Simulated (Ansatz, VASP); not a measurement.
**One calculation of NbC4, two programs**

```xyz
5
Lattice="-2.4630 2.4630 2.4630 2.4630 -2.4630 2.4630 2.4630 2.4630 -2.4630" Properties=species:S:1:pos:R:3 pbc="T T T"
Nb    0.0000    0.0000    0.0000
C     1.2315    1.2315    1.2315
C     1.2315    1.2315   -1.2315
C     1.2315   -1.2315    1.2315
C    -1.2315    1.2315    1.2315
```

Alike in both runs: functional PBE; k mesh 4 × 4 × 4; occupations gaussian, width 0.1 eV; no spin polarisation.

Ansatz relaxed the structure, and its values are those at the end. VASP's run is a single point on that final structure, the one shown.

|  | VASP | Ansatz |
| --- | --- | --- |
| version | VASP 6.6.1 | Ansatz 0.2.0 |
| potentials or method | VASP PAW PBE potentials, release 64 (Nb_sv, C) | scalar-relativistic, plane waves, PAW |
| plane-wave cutoff (eV) | 520 | 420 |
| valence electrons in the cell | 29 | 29 |

VASP gave:

- gap on the k mesh at the Fermi level (eV): none
- pressure (GPa): -0.6

Question: Estimate Ansatz's values.

Answer: gap on the k mesh at the Fermi level (eV): none; pressure (GPa): -0.2.

A gap of «none» marks a metal or a gap that the smearing closes.

Caveats: the k mesh is coarse (spacing up to 0.45 Å⁻¹), so the values aren't converged.
